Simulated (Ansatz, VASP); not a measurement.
ZnS: VASP beside Ansatz

```xyz
2
Lattice="0.0000 2.7046 2.7046 2.7046 0.0000 2.7046 2.7046 2.7046 0.0000" Properties=species:S:1:pos:R:3 pbc="T T T"
Zn    0.0000    0.0000    0.0000
S     4.0570    4.0570    4.0570
```

Alike in both runs: task single point; functional PBE; k mesh 4 × 4 × 4; occupations gaussian, width 0.05 eV; no spin polarisation.

|  | VASP | Ansatz |
| --- | --- | --- |
| version | VASP 6.6.1 | Ansatz 0.2.0 |
| potentials or method | VASP PAW PBE potentials, release 64 (Zn, S) | scalar-relativistic, plane waves, PAW |
| plane-wave cutoff (eV) | 520 | 420 |
| valence electrons in the cell | 18 | 18 |

|  | VASP | Ansatz | Ansatz less VASP |
| --- | --- | --- | --- |
| gap on the k mesh at the Fermi level (eV) | 2.09 | 2.09 | -0.005 |
| least direct gap on the mesh (eV) | 2.09 | 2.09 | -0.005 |
| pressure (GPa) | 1.8 | 1.7 | -0.16 |

Caveats: the k mesh is coarse (spacing up to 0.50 Å⁻¹), so the values aren't converged. Expect the measured gap to be larger: semilocal functionals such as PBE lack the derivative discontinuity.
